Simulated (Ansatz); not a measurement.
# AgCl: pressure against volume

How stiff is AgCl, and at what volume does the pressure vanish? The cell is scaled evenly, atoms carried along, and solved with LAPW, PAW and all-electron datasets made for the crystal.

Computed with Ansatz 0.2.0 (DFT PBE, scalar-relativistic, unless a step's input says otherwise).

## 1. Starting point

Symmetry: F-43m, No. 216, cubic system. The conventional cell has a = 6.059 Å, b = 6.059 Å, c = 6.059 Å, α = 90.00°, β = 90.00°, γ = 90.00°. Around Ag (site symmetry -43m) lie 4 Cl at 2.62 Å. Around Cl (site symmetry -43m) lie 4 Ag at 2.62 Å.

As a file:

```xyz
2
Lattice="0.0000 3.0295 3.0295 3.0295 0.0000 3.0295 3.0295 3.0295 0.0000" Properties=species:S:1:pos:R:3 pbc="T T T"
Ag    0.0000    0.0000    0.0000
Cl    1.5148    1.5148    1.5148
```

The cell was relaxed by PAW from a hypothetical start (zincblende type); it needn't be the stable phase of this composition.

Atoms are numbered in the order of the input: Ag1, Cl2.

## 2. Volume × 0.9405, LAPW

input.yaml

```yaml
crystal:
  lattice:
    - [0.0, 2.9682291506, 2.9682291506]
    - [2.9682291506, 0.0, 2.9682291506]
    - [2.9682291506, 2.9682291506, 0.0]
  atoms:
    - { symbol: Ag, position: [0.0, 0.0, 0.0] }
    - { symbol: Cl, position: [0.25, 0.25, 0.25] }
kpoints:
  mp_grid: { grid: [11, 11, 11] }
scf:
  occupations: { method: fermi_dirac, width: 0.03 }
hamiltonian:
  xc: pbe
  pseudopotentials: { kind: all_electron, lapw: { basis_error: 0.001 } }
output:
  forces: true
  stress: true
  eigenvalues: true
```

Command:

```sh
ansatz run input.yaml --threads 1 --pin off --max-ram 2048MiB --backend cpu --events-out ev --progress --plain --runs-dir out
```

## 3. Volume × 0.9405, PAW

input.yaml, as its differences from that of step 2:

```diff
@@ -14,3 +14,3 @@
   xc: pbe
-  pseudopotentials: { kind: all_electron, lapw: { basis_error: 0.001 } }
+  pseudopotentials: { kind: paw }
 output:
@@ -19 +19,2 @@
   eigenvalues: true
+  efg: { contact_densities: true }
```

## 4. Volume × 0.9405, crystal datasets

input.yaml, as its differences from that of step 3:

```diff
@@ -14,3 +14,3 @@
   xc: pbe
-  pseudopotentials: { kind: paw }
+  pseudopotentials: { kind: all_electron, datasets: crystal }
 output:
```

## 5. Volume × 0.98, LAPW

input.yaml

```yaml
crystal:
  lattice:
    - [0.0, 3.0092147682, 3.0092147682]
    - [3.0092147682, 0.0, 3.0092147682]
    - [3.0092147682, 3.0092147682, 0.0]
  atoms:
    - { symbol: Ag, position: [0.0, 0.0, 0.0] }
    - { symbol: Cl, position: [0.25, 0.25, 0.25] }
kpoints:
  mp_grid: { grid: [11, 11, 11] }
scf:
  occupations: { method: fermi_dirac, width: 0.03 }
hamiltonian:
  xc: pbe
  pseudopotentials: { kind: all_electron, lapw: { basis_error: 0.001 } }
output:
  forces: true
  stress: true
  eigenvalues: true
```

## 6. Volume × 0.98, PAW

input.yaml, as its differences from that of step 5:

```diff
@@ -14,3 +14,3 @@
   xc: pbe
-  pseudopotentials: { kind: all_electron, lapw: { basis_error: 0.001 } }
+  pseudopotentials: { kind: paw }
 output:
@@ -19 +19,6 @@
   eigenvalues: true
+  efg: { contact_densities: true }
+  write_density: true
+  write_potential: true
+  elf: true
+  volumetric_format: npy
```

## 7. Volume × 1.02, LAPW

input.yaml

```yaml
crystal:
  lattice:
    - [0.0, 3.0496117332, 3.0496117332]
    - [3.0496117332, 0.0, 3.0496117332]
    - [3.0496117332, 3.0496117332, 0.0]
  atoms:
    - { symbol: Ag, position: [0.0, 0.0, 0.0] }
    - { symbol: Cl, position: [0.25, 0.25, 0.25] }
kpoints:
  mp_grid: { grid: [11, 11, 11] }
scf:
  occupations: { method: fermi_dirac, width: 0.03 }
hamiltonian:
  xc: pbe
  pseudopotentials: { kind: all_electron, lapw: { basis_error: 0.001 } }
output:
  forces: true
  stress: true
  eigenvalues: true
```

## 8. Volume × 1.02, PAW

input.yaml, as its differences from that of step 7:

```diff
@@ -14,3 +14,3 @@
   xc: pbe
-  pseudopotentials: { kind: all_electron, lapw: { basis_error: 0.001 } }
+  pseudopotentials: { kind: paw }
 output:
@@ -19 +19,6 @@
   eigenvalues: true
+  efg: { contact_densities: true }
+  write_density: true
+  write_potential: true
+  elf: true
+  volumetric_format: npy
```

## 9. Volume × 1.06, LAPW

input.yaml

```yaml
crystal:
  lattice:
    - [0.0, 3.0889659025, 3.0889659025]
    - [3.0889659025, 0.0, 3.0889659025]
    - [3.0889659025, 3.0889659025, 0.0]
  atoms:
    - { symbol: Ag, position: [0.0, 0.0, 0.0] }
    - { symbol: Cl, position: [0.25, 0.25, 0.25] }
kpoints:
  mp_grid: { grid: [11, 11, 11] }
scf:
  occupations: { method: fermi_dirac, width: 0.03 }
hamiltonian:
  xc: pbe
  pseudopotentials: { kind: all_electron, lapw: { basis_error: 0.001 } }
output:
  forces: true
  stress: true
  eigenvalues: true
```

## 10. Volume × 1.06, PAW

input.yaml, as its differences from that of step 9:

```diff
@@ -14,3 +14,3 @@
   xc: pbe
-  pseudopotentials: { kind: all_electron, lapw: { basis_error: 0.001 } }
+  pseudopotentials: { kind: paw }
 output:
@@ -19 +19,2 @@
   eigenvalues: true
+  efg: { contact_densities: true }
```

## 11. Volume × 1.06, crystal datasets

input.yaml, as its differences from that of step 10:

```diff
@@ -14,3 +14,3 @@
   xc: pbe
-  pseudopotentials: { kind: paw }
+  pseudopotentials: { kind: all_electron, datasets: crystal }
 output:
```

(Steps that only read results are left out.)

What does the calculation give? Wanted: equilibrium volume; bulk modulus (for each run or level that gives them).

As calculated:

| quantity | value |
| --- | --- |
| equilibrium volume (LAPW) | 27.814 Å³/atom |
| bulk modulus (LAPW) | 30 GPa |
| its pressure derivative (LAPW) | 5.1 |
| equilibrium volume (PAW) | 27.804 Å³/atom |
| bulk modulus (PAW) | 30.0 GPa |
| its pressure derivative (PAW) | 5.1 |

What this shows: By LAPW, the pressure vanishes at 27.81 Å³/atom (less than 0.1 % from the starting cell) and the bulk modulus there is 30 GPa (Birch-Murnaghan, third order). PAW's volume lies -0.04 % and its modulus -0.1 % from LAPW's. The gap goes from 1.22 eV at the smallest volume to 1.36 eV at the largest. No thermal or zero-point expansion is included.

The gaps are Kohn-Sham values of a semilocal functional, not quasiparticle or optical gaps. Such gaps usually fall short of the measured ones.
